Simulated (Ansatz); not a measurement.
# Te2Mo: the cost of one run

Method: DFT, plane waves, PAW, no spin polarisation, in Ansatz 0.2.0.

## 1. The starting structure

The cell holds 3 atoms (MoTe2): a = 7.352 Å, b = 7.352 Å, c = 7.352 Å, α = 27.56°, β = 27.56°, γ = 27.56°.

As a file:

```cif
data_structure
_symmetry_space_group_name_H-M 'P 1'
_symmetry_Int_Tables_number 1
_cell_length_a 7.3522
_cell_length_b 7.3522
_cell_length_c 7.3522
_cell_angle_alpha 27.555
_cell_angle_beta 27.555
_cell_angle_gamma 27.555
_cell_volume 75.07
loop_
_atom_site_label
_atom_site_type_symbol
_atom_site_fract_x
_atom_site_fract_y
_atom_site_fract_z
_atom_site_occupancy
Mo1 Mo 0.00000 0.00000 0.00000 1
Te1 Te 0.24656 0.24656 0.24656 1
Te2 Te 0.75344 0.75344 0.75344 1
```

## 2. Run 1: PBE

Input file input.yaml:

```yaml
crystal:
  lattice:
    - [1.7509539888, 1.0109137567, 7.0687660149]
    - [-1.7509539888, 1.0109137567, 7.0687660149]
    - [0.0, -2.0218275135, 7.0687660149]
  atoms:
    - { symbol: Mo, position: [0.0, 0.0, 0.0] }
    - { symbol: Te, position: [0.2465646676, 0.2465646676, 0.2465646676] }
    - { symbol: Te, position: [0.7534353324, 0.7534353324, 0.7534353324] }
kpoints:
  mp_grid: { grid: [4, 4, 4] }
hamiltonian:
  xc: pbe
scf:
  occupations: { method: fermi_dirac, width: 0.086 }
md:
  ensemble: nvt_nose_hoover
  temperature: 1000
  timestep: 3.0
  n_steps: 40
  initial_velocities: maxwell_boltzmann
  seed: 5857
```

The run is started by

```console
ansatz run input.yaml --threads 4 --pin off --max-ram 3686MiB --backend cpu --events-out ev --progress --plain --runs-dir out
```

What time and memory should one allow on 4 threads of Arm Neoverse N1, shared host?

About 68 s, with a peak of 0.41 GiB.
